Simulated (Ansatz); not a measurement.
**Electric field gradients in SnO**

Computed with DFT PBEsol, scalar-relativistic, plane waves, PAW (Ansatz). Plane waves to 420 eV; Γ-centred k mesh 12×12×10; Fermi-Dirac smearing of 0.15 eV. No spin polarisation.

The cell, relaxed at this level:
```yaml
crystal:
  lattice:
    - [3.80084, 0.00000, 0.00000]
    - [0.00000, 3.80084, 0.00000]
    - [0.00000, 0.00000, 4.73524]
  atoms:
    - { symbol: Sn, position: [0.00000, 0.50000, 0.24390] }
    - { symbol: Sn, position: [0.50000, 0.00000, 0.75610] }
    - { symbol: O, position: [0.00000, 0.00000, 0.00000] }
    - { symbol: O, position: [0.50000, 0.50000, 0.00000] }
```

In a metal these results depend on the k mesh and the smearing. A semilocal functional can close a gap that the real compound has. Spin–orbit coupling is left out, which matters for gradients at heavy nuclei.

Question: Give V_zz (10²¹ V/m²) and the asymmetry η at each distinct site.

Answer:
```tsv
atom	V_zz	η
Sn (atom 1)	-16.60	0.00
O (atom 3)	0.307	0.00
```

Cost: 1 run of about 0.16 core-minutes, on Intel Xeon Platinum 8488C (Sapphire Rapids) (shared hosts).